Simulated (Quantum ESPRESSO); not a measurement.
# KTaO3 in Quantum ESPRESSO: the effect of target pressure

The system is KTaO3.

```
Ta K O
1.0
     3.98830    0.00000    0.00000
     0.00000    3.98830    0.00000
     0.00000    0.00000    3.98830
Ta K O
1 1 3
Direct
  0.00000 0.00000 0.00000
  0.50000 0.50000 0.50000
  0.00000 0.00000 0.50000
  0.00000 0.50000 0.00000
  0.50000 0.00000 0.00000
```

Alike in all runs:

```yaml
Program: Quantum ESPRESSO 7.5
Task: phonons
Functional: LDA
Potentials_or_basis: GBRV 1.5 LDA
Cutoff: 762 eV
Density_cutoff: 6095 eV
k_mesh: 4 × 4 × 4, shifted
Occupations: fermi-dirac, width 0.05 eV
Spin: no spin polarisation
```

Each run relaxes the cell or the atoms first.

```csv
target pressure,relaxed volume (Å³/atom),dielectric constant (mean),highest phonon frequency (cm⁻¹)
0 GPa,?,?,?
5 GPa,12.11,5.20,600
10 GPa,11.88,5.17,633
20 GPa,11.46,5.12,695
40 GPa,10.82,5.07,803
```

Task: What does the run with target pressure 0 GPa give?

Result: Relaxed volume 12.38 Å³/atom; dielectric constant 5.23 mean; highest phonon frequency 565 cm⁻¹.

Worked out: In Murnaghan's law V^(-B') rises as a straight line in P. The other rows fit best with B' = 4.1, V0 = 12.37 Å³/atom and B0 = 223 GPa, which gives 12.37 Å³/atom at 0 GPa, against the run's 12.38. A parabola through the other rows of the dielectric constant, of slope -0.00735  per GPa there, extrapolates to 5.24 , against the run's 5.23. A parabola through the other rows of the highest phonon frequency, of slope 7 cm⁻¹ per GPa there, extrapolates to 566 cm⁻¹, against the run's 565.

Caveats: the cell is more than 3 GPa from zero pressure, which shifts response properties (some runs).
